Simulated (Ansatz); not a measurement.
Theory: Ansatz, DFT PBE, scalar-relativistic, plane waves, PAW. Settings: cutoff 420 eV, Γ-centred meshes spaced at most about 0.3 Å⁻¹, and about 0.25 Å⁻¹ or finer for metals (2π included), Gaussian smearing. No spin polarisation.

All energies are static (0 K, no zero-point motion).

Two forms of In3Sb2As were relaxed alike.

A.

```yaml
crystal:
  lattice:
    - [4.57829, 0.00000, 0.00000]
    - [-2.28914, 3.96491, 0.00000]
    - [0.00000, 0.00000, 22.58992]
  atoms:
    - { symbol: In, position: [0.66667, 0.33333, 0.17294] }
    - { symbol: In, position: [0.66667, 0.33333, 0.50043] }
    - { symbol: In, position: [0.66667, 0.33333, 0.82742] }
    - { symbol: In, position: [0.33333, 0.66667, 0.00043] }
    - { symbol: In, position: [0.33333, 0.66667, 0.32742] }
    - { symbol: In, position: [0.33333, 0.66667, 0.67294] }
    - { symbol: Sb, position: [0.66667, 0.33333, 0.62742] }
    - { symbol: Sb, position: [0.66667, 0.33333, 0.95516] }
    - { symbol: Sb, position: [0.33333, 0.66667, 0.12742] }
    - { symbol: Sb, position: [0.33333, 0.66667, 0.45516] }
    - { symbol: As, position: [0.66667, 0.33333, 0.29213] }
    - { symbol: As, position: [0.33333, 0.66667, 0.79213] }
```

B.

```yaml
crystal:
  lattice:
    - [4.58969, 0.00000, 0.00000]
    - [-2.29484, 3.97478, 0.00000]
    - [0.00000, 0.00000, 11.24182]
  atoms:
    - { symbol: In, position: [0.00000, 0.00000, 0.01212] }
    - { symbol: In, position: [0.33333, 0.66667, 0.66727] }
    - { symbol: In, position: [0.66667, 0.33333, 0.32113] }
    - { symbol: Sb, position: [0.33333, 0.66667, 0.92175] }
    - { symbol: Sb, position: [0.66667, 0.33333, 0.57710] }
    - { symbol: As, position: [0.00000, 0.00000, 0.25064] }
```

Question: Which would you expect to be lower, and how large is the difference?

Answer: B is lower, by 10 meV/atom. A has Sb and As ordered on wurtzite sites, space group P6_3mc (No. 186), 34.2 Å³/atom and no gap on its mesh; B has Sb and As ordered on zinc blende sites, space group P3m1 (No. 156), 34.2 Å³/atom and no gap. Counting As or Sb atoms around In (for each partner element, those within 1.25 times its shortest distance or 1.15 times the sum of covalent radii, where it is the nearest in units of that sum or under 1.3), A and B both have In 4. Both come from invented guesses.

For metals, differences of a few meV/atom aren't resolved. These runs have no spin–orbit coupling, which can matter for Sb. The zero gap of P6_3mc, P3m1 may come from the functional, which often closes small gaps. Cells relaxed within their symmetry can be saddle points.
